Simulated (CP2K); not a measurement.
Runs of CP2K 2026.2 on Bi2Te2Se. It takes space group R-3m (No. 166, trigonal). The conventional cell has a = 4.322 Å, b = 4.322 Å, c = 31.757 Å, α = 90.00°, β = 90.00°, γ = 120.00°. Bi (site symmetry 3m) is surrounded by 3 Te at 3.05 Å and 3 Se at 3.11 Å. Around Te (site symmetry 3m) lie 3 Bi at 3.05 Å. Se (site symmetry -3m) has 6 Bi at 3.11 Å as nearest neighbours. The cell is a database's computed one.

```csv
level,cutoff radius of the dispersion sum (A),gap on the mesh (eV),pressure (GPa),largest force (eV/Å)
PBEsol,-,0.34,0.3,(a)
PBEsol+D3,20,0.34,-0.6,0.27
PBEsol+D3(BJ),20,0.34,-1.6,0.31
PBEsol+D4,20,0.34,-0.9,0.31
PBEsol+D3(BJ)+ATM,20,0.34,(b),0.31
```

Alike in all rows: task single point; potentials or basis POTENTIAL_UZH Bi GTH-PBE-q5, Te GTH-PBE-q6, Se GTH-PBE-q6; DZVP-MOLOPT-PBE-GTH basis; no spin polarisation; cell as given; k mesh 7 × 7 × 7; smearing fermi-dirac 0.05 eV.

Task: Estimate the missing entries.

Result: (a) 0.30; (b) -1.4.

Caveats: the potentials were made for another functional, which shifts forces and pressure; spin-orbit coupling is left out, which as a rule narrows the gap of such compounds by several tenths of an eV; an odd mesh through Γ misses points on the zone boundary, where band edges often lie; the basis of atomic orbitals isn't converged, which shifts pressures, moduli and gaps.

A k mesh can miss the band edges, and the runs leave out spin-orbit coupling on Bi, Se, Te.
